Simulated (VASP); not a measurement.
# Rh (Im-3m) in VASP: notebook

The runs below take Rh through single point, with PBE.

All numbers are computed with VASP 6.6.1; they aren't measurements. Logs are shortened: lines on timing, memory, paths and dates and some standing lists are left out, and cuts for length are marked.

## Step 1: The structure

The structure is cubic, space group Im-3m (No. 229). The conventional cell has a = 3.070 Å, b = 3.070 Å, c = 3.070 Å, α = 90.00°, β = 90.00°, γ = 90.00°. Around Rh (site symmetry m-3m) lie 8 Rh at 2.66 Å.

The cell was built by a generator and needn't be a form met in nature.

## Step 2: Single point, PBE, non-collinear spin, zero start, spin-orbit coupling

Contents of INCAR:

```
SYSTEM = Rh
ALGO = Normal ; EDIFF = 1E-6
ENCUT = 520 ; GGA = PE
GGA_COMPAT = .False. ; ISIF = 2
ISMEAR = 0 ; LASPH = .True.
LCHARG = .False. ; LMAXMIX = 4
LNONCOLLINEAR = .True. ; LORBIT = 11
LORBMOM = .True. ; LREAL = .False.
LSORBIT = .True. ; LWAVE = .False.
MAGMOM = 0 0 0 ; NBANDS = 26
NELM = 150 ; PREC = Accurate
SIGMA = 0.05
```

Contents of KPOINTS:

```
k-points
0
Gamma
  20 20 20
  0 0 0
```

Contents of POSCAR:

```
Rh
1.0
   -1.5351900548      1.5351900548      1.5351900548
    1.5351900548     -1.5351900548      1.5351900548
    1.5351900548      1.5351900548     -1.5351900548
Rh
1
Direct
    0.0000000000      0.0000000000      0.0000000000
```

Potentials or basis: VASP PAW PBE potentials, release 64 (Rh_pv).

On the command line:

```console
> cat potpaw_PBE.64/Rh_pv/POTCAR > POTCAR
> mpirun -np 1 vasp_ncl > vasp.out
```

OUTCAR:

```text
SYSTEM = Rh
   EDIFF = 1E-6
   ENCUT = 520
   GGA = PE
   ISIF = 2
   ISMEAR = 0
   LASPH = .True.
   LNONCOLLINEAR = .True.
   LORBIT = 11
   LREAL = .False.
   LSORBIT = .True.
   NELM = 150
   PREC = Accurate

 ion  position               nearest neighbor table
   1  0.000  0.000  0.000-

  LATTYP: Found a body centered cubic cell.
 ALAT       =     3.0703801096

  Lattice vectors:

 A1 = (  -1.5351900548,   1.5351900548,   1.5351900548)
 A2 = (   1.5351900548,  -1.5351900548,   1.5351900548)
 A3 = (   1.5351900548,   1.5351900548,  -1.5351900548)

Analysis of symmetry for initial positions (statically):
=====================================================================
 Subroutine PRICEL returns:
 Original cell was already a primitive cell.

 Routine SETGRP: Setting up the symmetry group for a
 body centered cubic supercell.

 Subroutine GETGRP returns: Found 48 space group operations
 (whereof 48 operations were pure point group operations)
 out of a pool of 48 trial point group operations.

The static configuration has the point symmetry O_h .

Analysis of symmetry for dynamics (positions and initial velocities):
=====================================================================
 Subroutine PRICEL returns:
 Original cell was already a primitive cell.

 Routine SETGRP: Setting up the symmetry group for a
 body centered cubic supercell.

 Subroutine GETGRP returns: Found 48 space group operations
 (whereof 48 operations were pure point group operations)
 out of a pool of 48 trial point group operations.

The dynamic configuration has the point symmetry O_h .

Analysis of structural, dynamic, and magnetic symmetry:
=====================================================================
 Subroutine PRICEL returns:
 Original cell was already a primitive cell.

 Routine SETGRP: Setting up the symmetry group for a
 body centered cubic supercell.

 Subroutine GETGRP returns: Found 48 space group operations
 (whereof 48 operations were pure point group operations)
 out of a pool of 48 trial point group operations.

The overall configuration has the point symmetry O_h .

 Subroutine INISYM returns: Found 48 space group operations
 (whereof 48 operations are pure point group operations),
 and found     1 'primitive' translations

----------------------------------------------------------------------------------------

                                     Primitive cell

  volume of cell :      14.4726

  direct lattice vectors                    reciprocal lattice vectors
    -1.535190055  1.535190055  1.535190055     0.000000000  0.325692574  0.325692574
     1.535190055 -1.535190055  1.535190055     0.325692574  0.000000000  0.325692574
     1.535190055  1.535190055 -1.535190055     0.325692574  0.325692574  0.000000000

  length of vectors
     2.659027174  2.659027174  2.659027174     0.460598855  0.460598855  0.460598855

  position of ions in fractional coordinates (direct lattice)
     0.000000000  0.000000000  0.000000000

  ion indices of the primitive-cell ions
   primitive index   ion index
                 1           1

----------------------------------------------------------------------------------------

 KPOINTS: k-points

Automatic generation of k-mesh.
 Grid dimensions read from file:
 generate k-points for:   20   20   20

 Generating k-lattice:

  Cartesian coordinates                     Fractional coordinates (reciprocal lattice)
     0.000000000  0.016284629  0.016284629     0.050000000  0.000000000  0.000000000
     0.016284629  0.000000000  0.016284629     0.000000000  0.050000000  0.000000000
     0.016284629  0.016284629  0.000000000     0.000000000  0.000000000  0.050000000

[... 49 lines left out ...]
   ICHARG =      2    charge: 1-file 2-atom 10-const
   ISPIN  =      1    spin polarized calculation?
   LNONCOLLINEAR =      T non collinear calculations
   LSORBIT =      T    spin-orbit coupling
   LASPH  =      T    aspherical Exc in radial PAW
   ENCUT  =  520.0 eV  38.22 Ry    6.18 a.u.   4.94  4.94  4.94*2*pi/ulx,y,z
   NELM   =    150;   NELMIN=  2; NELMDL= -5     # of ELM steps
   EDIFF  = 0.1E-05   stopping-criterion for ELM
   LREAL  =      F    real-space projection
   EDIFFG = 0.1E-04   stopping-criterion for IOM
   NSW    =      0    number of steps for IOM
   IBRION =     -1    ionic relax: 0-MD 1-quasi-New 2-CG
   NFREE  =      0    steps in history (QN), initial steepest desc. (CG)
   ISIF   =      2    stress and relaxation
   ISYM   =      2    0-nonsym 1-usesym 2-fastsym
   POTIM  = 0.5000    time-step for ionic-motion
   TEBEG  =    0.0;   TEEND  =   0.0 temperature during run
   PSTRESS=    0.0 pullay stress
   NELECT =      15.0000    total number of electrons
   NUPDOWN=      -1.0000    fix difference up-down
   EMIN   =  10.00;   EMAX   =-10.00  energy-range for DOS
   EFERMI =   0.00;   METHOD = LEGACY
   ISMEAR =     0;   SIGMA  =   0.05  broadening in eV -4-tet -1-fermi 0-gaus
   EFERMI_NEDOS =   21; number of points for ismear=-14 and -15
   IALGO  =     38    algorithm
   IMIX   =      4    mixing-type and parameters
     AMIX     =   0.40;   BMIX     =  1.00
     AMIX_MAG =   1.60;   BMIX_MAG =  1.00
  volume/ion in A,a.u.               =      14.47        97.67
  Fermi-wavevector in a.u.,A,eV,Ry     =   1.656748  3.130800 37.345458  2.744814
  Thomas-Fermi vector in A             =   2.744619
   LORBIT       =     11    0 simple, 1 ext, 2 COOP (PROOUT), +10 PAW based schemes
   GGA     = PE    functional components
   LHFCALC =     F    Hartree Fock is set to
   AEXX    =    0.0000 exact exchange contribution
   IVDW    =     0    specifies the selected vdW correction
   LEPSILON=     F    determine dielectric tensor
   LRPA    =     F    only Hartree local field effects (RPA)
 Gauss-broadening in eV      SIGMA  =   0.05
  energy-cutoff  :      520.00
  volume of cell :       14.47
 maximum number of plane-waves:       806
   NGX =  9   NGY =  9   NGZ =  9

 number of electron      15.0000000 magnetization       0.0000000      0.0000000      0.0000000

 number of electron      15.0000005 magnetization       0.0000000     -0.0000000      0.0000000

 number of electron      15.0000005 magnetization      -0.0000000      0.0000000     -0.0000000

 Free energy of the ion-electron system (eV)
  ---------------------------------------------------
  ext. energy  EPLUGINS =         0.00000000
  ---------------------------------------------------
  free energy    TOTEN  =        -7.06919506 eV

  energy without entropy =       -7.06508642  energy(sigma->0) =       -7.06714074

 E-fermi :  10.8334     XC(G=0): -13.6836

 val. band max:       10.8258178898   @ k =   0.3500   0.2000   0.1000
 cond. band min:      10.8393642318   @ k =  -0.3000   0.3000   0.0500
 fundamental gap:      0.0135463420
 Fermi energy:        10.8333913759

 k-point     1 :       0.0000    0.0000    0.0000
  band No.  band energies     occupation
      1     -37.7265      1.00000
      2     -37.7265      1.00000
      3     -33.8854      1.00000
      4     -33.8854      1.00000
      5     -33.8854      1.00000
      6     -33.8854      1.00000
[... 685 lines left out ...]
     25      31.9704      0.00000
     26      32.0223      0.00000

 [... further k-points ...]

------------------------ aborting loop because EDIFF is reached ----------------------------------------

  FORCE on cell =-STRESS in cart. coord.  units (eV):
  Direction    XX          YY          ZZ          XY          YZ          ZX
  --------------------------------------------------------------------------------------
  -------------------------------------------------------------------------------------
  Total        0.0284328      0.0284328      0.0284328      0.0000000      0.0000000      0.0000000
  in kB        3.1476283      3.1476283      3.1476283      0.0000000      0.0000000      0.0000000
  external PRESSURE =       3.1476283 kB  Pullay stress =       0.0000000 kB

 VOLUME and BASIS-vectors are now :
 -----------------------------------------------------------------------------
  energy-cutoff  :      520.00
  volume of cell :       14.47
      direct lattice vectors                 reciprocal lattice vectors
    -1.535190055  1.535190055  1.535190055     0.000000000  0.325692574  0.325692574
     1.535190055 -1.535190055  1.535190055     0.325692574  0.000000000  0.325692574
     1.535190055  1.535190055 -1.535190055     0.325692574  0.325692574  0.000000000

 POSITION                                       TOTAL-FORCE (eV/Angst)
 -----------------------------------------------------------------------------------
      0.00000      0.00000      0.00000         0.000000     -0.000000      0.000000
 -----------------------------------------------------------------------------------
    total drift:                                0.000000     -0.000000      0.000000

  FREE ENERGIE OF THE ION-ELECTRON SYSTEM (eV)
  ---------------------------------------------------
  free  energy   TOTEN  =        -7.0691950650 eV

  energy  without entropy=       -7.0650864162  energy(sigma->0) =       -7.06714074

 orbital moment (x)

 # of ion     p       d       tot
 ----------------------------------------
  1         0.000  -0.000  -0.000
 ----------------------------------------
            0.000  -0.000  -0.000

 orbital moment (y)

 # of ion     p       d       tot
 ----------------------------------------
  1         0.000  -0.000  -0.000
 ----------------------------------------
            0.000  -0.000  -0.000

 orbital moment (z)

 # of ion     p       d       tot
 ----------------------------------------
  1         0.000   0.000   0.000
 ----------------------------------------
            0.000   0.000   0.000

 Spin-Orbit-Coupling matrix elements

 Ion:    1  E_soc:     -0.3211892
 l=   1
     0.0000000    -0.0415077    -0.0415077
    -0.0415077     0.0000000    -0.0415077
    -0.0415077    -0.0415077     0.0000000
 l=   2
     0.0000000    -0.0012814     0.0000000    -0.0012814    -0.0107424
    -0.0012814     0.0000000    -0.0080568    -0.0012814    -0.0026856
     0.0000000    -0.0080568     0.0000000    -0.0080568     0.0000000
    -0.0012814    -0.0012814    -0.0080568     0.0000000    -0.0026856
    -0.0107424    -0.0026856     0.0000000    -0.0026856     0.0000000
 l=   3
     0.0000000     0.0000000     0.0000000     0.0000000     0.0000000     0.0000000     0.0000000
     0.0000000     0.0000000     0.0000000     0.0000000     0.0000000     0.0000000     0.0000000
     0.0000000     0.0000000     0.0000000     0.0000000     0.0000000     0.0000000     0.0000000
     0.0000000     0.0000000     0.0000000     0.0000000     0.0000000     0.0000000     0.0000000
     0.0000000     0.0000000     0.0000000     0.0000000     0.0000000     0.0000000     0.0000000
     0.0000000     0.0000000     0.0000000     0.0000000     0.0000000     0.0000000     0.0000000
     0.0000000     0.0000000     0.0000000     0.0000000     0.0000000     0.0000000     0.0000000

 total charge

# of ion       s       p       d       tot
------------------------------------------
    1        0.382   6.255   7.092  13.729

 magnetization (x)

# of ion       s       p       d       tot
------------------------------------------
    1       -0.000  -0.000   0.000  -0.000

 magnetization (y)

# of ion       s       p       d       tot
------------------------------------------
    1        0.000  -0.000   0.000   0.000

 magnetization (z)

# of ion       s       p       d       tot
------------------------------------------
    1       -0.000  -0.000   0.000  -0.000
```

Wall time 3 min (1 thread of AMD EPYC 7R13 (Zen 3), shared host); peak memory 0.22 GiB.

What came out:

```yaml
Free_energy: -7.0692 eV
Pressure: 0.3 GPa
Net_moment: 0.00 μB per cell
Valence_electrons_inside_the_program's_atomic_spheres: Rh 13.73
```

Moments on the atoms (μB; x, y, z):
```
Rh  0.00 0.00 0.00
```

## Step 3: Single point, PBE

This run uses another cell than the first one, of 13.72 Å³/atom, 0.948 times its volume.

Contents of INCAR:

```
SYSTEM = Rh
PREC = Accurate ; ENCUT = 520
EDIFF = 1E-7 ; ISMEAR = 0
SIGMA = 0.05 ; LREAL = .FALSE.
LASPH = .TRUE. ; NELM = 100
ALGO = Normal ; ISIF = 2
LWAVE = .FALSE. ; LCHARG = .TRUE.
GGA = PE ; LELF = .TRUE.
LVHAR = .TRUE. ; NBANDS = 14
```

Contents of KPOINTS:

```
regular mesh
0
G
  10 10 10
  0 0 0
```

Contents of POSCAR:

```
Rh
1.0
   -1.5080309994      1.5080309994      1.5080309994
    1.5080309994     -1.5080309994      1.5080309994
    1.5080309994      1.5080309994     -1.5080309994
Rh
1
Direct
    0.0000000000      0.0000000000      0.0000000000
```

Potentials or basis: VASP PAW PBE potentials, release 64 (Rh_pv).

On the command line:

```console
> cat potpaw_PBE.64/Rh_pv/POTCAR > POTCAR
> mpirun -np 1 vasp_std > vasp.out
```

Run time: 9.3 s. Hardware: 1 thread of AMD EPYC 7R13 (Zen 3), shared host; peak memory 0.09 GiB.

Results (log left out):

```yaml
Free_energy: -6.8809 eV
Pressure: 14.2 GPa
Band_gap_on_the_k_mesh: none (metal or under the smearing width)
```

Levels at points of the mesh, in eV from the Fermi level:
```
           k point  band 6  band 7  band 8  band 9  band 10  band 11
(0.00, 0.00, 0.00)   -2.98   -2.98   -0.46   -0.46    18.51    18.51
(0.50, 0.00, 0.00)   -0.51   -0.09    1.33    1.67     9.59    14.66
(0.50, 0.50, 0.50)    1.14    1.14    1.14    9.59     9.59     9.59
```

(Continued in part 2 of 2.)
